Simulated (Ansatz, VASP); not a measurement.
**Ba in VASP and in Ansatz**

```
Ba
1.0
     7.55575    0.00000    0.00000
    -3.77788    6.54347    0.00000
     0.00000    0.00000    3.59664
Ba
2
Cartesian
  0.0000 4.3623 1.7983
  3.7779 2.1812 1.7983
```

Change from the starting cell: strain +0.080 along x and y, -0.080 along z, atoms carried along.

Alike in both runs: task single point; functional PBE; k mesh 9 × 9 × 12; occupations gaussian, width 0.15 eV; no spin polarisation.

|  | VASP | Ansatz |
| --- | --- | --- |
| version | VASP 6.6.1 | Ansatz 0.2.0 |
| potentials or method | VASP PAW PBE potentials, release 64 (Ba_sv) | scalar-relativistic, plane waves, PAW |
| plane-wave cutoff (eV) | 520 | 420 |
| valence electrons in the cell | 20 | 20 |

```tsv
	VASP	Ansatz	Ansatz less VASP
gap on the k mesh at the Fermi level (eV)	none	none	-
pressure (GPa)	0.5	0.4	-0.08
largest component of the traceless stress (GPa)	2.27	2.18	-0.089
```

A gap of «none» marks a metal or a gap that the smearing closes.

Spin-orbit coupling is left out, which matters for the levels of Ba.
